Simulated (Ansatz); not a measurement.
Input and output of a single-point calculation on a 3-atom cell of ZrO2 built on the cubic fluorite structure (relaxed group Fm-3m) (Ansatz, PBE0). The cell was relaxed beforehand with r2SCAN.

```yaml
crystal:
  lattice:
    - [0.0, 2.5447130569, 2.5447130569]
    - [2.5447130569, 0.0, 2.5447130569]
    - [2.5447130569, 2.5447130569, 0.0]
  atoms:
    - { symbol: Zr, position: [0.0, 0.0, 0.0] }
    - { symbol: O, position: [0.75, 0.75, 0.75] }
    - { symbol: O, position: [0.25, 0.25, 0.25] }
kpoints:
  mp_grid: { grid: [6, 6, 6] }
  band_path:
    path:
      - [0.0, 0.0, 0.0]
      - [0.5, 0.0, 0.5]
      - [0.625, 0.25, 0.625]
      - [0.375, 0.375, 0.75]
      - [0.5, 0.5, 0.5]
      - [0.5, 0.25, 0.75]
      - [0.0, 0.5, 0.5]
    npoints: 1
hamiltonian:
  xc: pbe0
scf:
  occupations: { method: fixed }
  n_extra_bands: 4
output:
  forces: true
  stress: true
  eigenvalues: true
  write_density: true
  write_potential: true
  elf: true
  volumetric_format: npy
```

Some lines of the output have been replaced by numbered gaps.
```
Functional definition: PBE0
Crystal: 3 atoms, lattice volume = 32.957 Å³
Basis set: ecut = 420 eV, 645 PW (Γ)
Bands: 16, of which v1, the nominal top of the filled ones, is band 12 counted from 1 (11 counted from 0)
Symmetry: 48 space group operations
Space group: Fm-3m (ITA 225)
k-points: 16 of 216
[warm-up without exact exchange]
SCF 1 stopped early in 3 iterations: F = -5323.815058 eV  dr2 = 5.68e-5
[exact exchange on]
Exchange kernel: α = 0.2500, full range, Wigner–Seitz truncation, v(0) = 12828.5903 eV·Å³, q-mesh 6×6×6
SCF 2 stopped early in 6 iterations: F = -5325.917867 eV  dr2 = 7.00e-6
hybrid outer 1: dexx = +2.124e-2 eV, tail = 3.38e-5 eV
SCF 3 converged in 4 iterations: F = -5325.917878 eV  dr2 = 5.06e-9
hybrid outer 2: dexx = +1.502e-6 eV, tail = 1.76e-8 eV, Δε = 1.96e-3 eV
Free energy (F): -5325.917878 eV
[1]
--- Forces (eV/Å), atoms counted from 1 ---
  atom   1  Zr      0.00000      0.00000      0.00000
  atom   2  O       0.00000      0.00000      0.00000
  atom   3  O       0.00000      0.00000      0.00000
--- Stress (GPa, compression-positive) ---
       -2.858283       0.000000       0.000000
        0.000000      -2.858283       0.000000
        0.000000       0.000000      -2.858283
  P = ⅓ Tr σ = -2.8583 GPa (-28.583 kbar)
--- Band table (eV; the first three rows and the last of 16) ---
[2]
```

The rows of the band table are 0: (0, 0, 0) = Γ, 1: (0, 0, 1/6), 2: (0, 0, 1/3), 15: (1/6, -1/2, -1/3).

Q: Fill in the blanks. They hold the Fermi energy and the band table.

A:
```
[1]
Fermi energy:    10.783529 eV
[2]
  k-point 0: bands = […, 5.0908, 5.0908, 5.0908, 10.1896, 10.1896, 10.1896, 16.5115, 16.5115, 19.6132, 22.8908]
  k-point 1: bands = […, 5.3732, 5.3732, 5.8639, 9.5404, 9.7441, 9.7441, 16.9643, 16.9643, 20.2617, 22.0959]
  k-point 2: bands = […, 5.9497, 5.9497, 7.3412, 8.4921, 9.1327, 9.1327, 17.3186, 17.3186, 19.4599, 21.9660]
  k-point 15: bands = […, 4.9874, 6.4375, 7.7269, 8.6457, 9.2627, 10.6216, 17.3811, 17.9942, 19.2392, 19.9245]
```
Only the leading digits can be foreseen; the rest is this run's record.

The PBE0 gap is indirect, 5.73 eV (X to Γ), below the direct gap of 6.13 eV at X. Edges are sought over the mesh and the listed points. At this geometry PBE0 finds -2.9 GPa, compression counted positive: its own equilibrium volume is smaller. The stress of a hybrid is loosely converged here.

It took 33 s on 1 × NVIDIA H100 80GB HBM3 with 2 threads of AMD EPYC 7R13 Processor (Zen 3) (shared host); peak host memory 2 GiB.

The calculation is spin-unpolarised, and the structure need not be a phase that has been made.

The meshes of the hybrids are coarse, so their gaps aren't converged to the digits shown.
